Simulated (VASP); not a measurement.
CsBr, 2 atoms in the cell. The structure is cubic, space group Pm-3m (No. 221). Conventional cell: a = 4.319 Å, b = 4.319 Å, c = 4.319 Å, α = 90.00°, β = 90.00°, γ = 90.00°. Cs (site symmetry m-3m) has 8 Br at 3.74 Å as nearest neighbours. Br (site symmetry m-3m) has 8 Cs at 3.74 Å as nearest neighbours. The cell was built by a generator and needn't be a form met in nature.

| Quantity | Value |
| --- | --- |
| Program | VASP 6.6.1 |
| Task | single point |
| Functional | PBE |
| Potentials or basis | VASP PAW PBE potentials, release 64 (Cs_sv, Br) |
| Cutoff | 520 eV |
| k mesh | 4 × 4 × 4 |
| Occupations | fermi-dirac, width 0.05 eV |
| Spin | no spin polarisation |
| Dipole correction | no |
| Further INCAR settings | ALGO = Fast; EDIFF = 1e-06; NBANDS = 15 |

Potentials or basis: VASP PAW PBE potentials, release 64 (Cs_sv, Br).

Run with:

```sh
$ cat potpaw_PBE.64/Cs_sv/POTCAR potpaw_PBE.64/Br/POTCAR > POTCAR
$ mpirun -np 1 vasp_std > vasp.out
```

Hardware: 1 thread of Intel(R) Xeon(R) 6975P-C (Granite Rapids), with other jobs on the host.

Estimate the wall time of this run.

It took 7.4 s on 1 thread of Intel(R) Xeon(R) 6975P-C (Granite Rapids) (shared host), peak memory 0.17 GiB. Counts: scf iterations 13, k points 10.
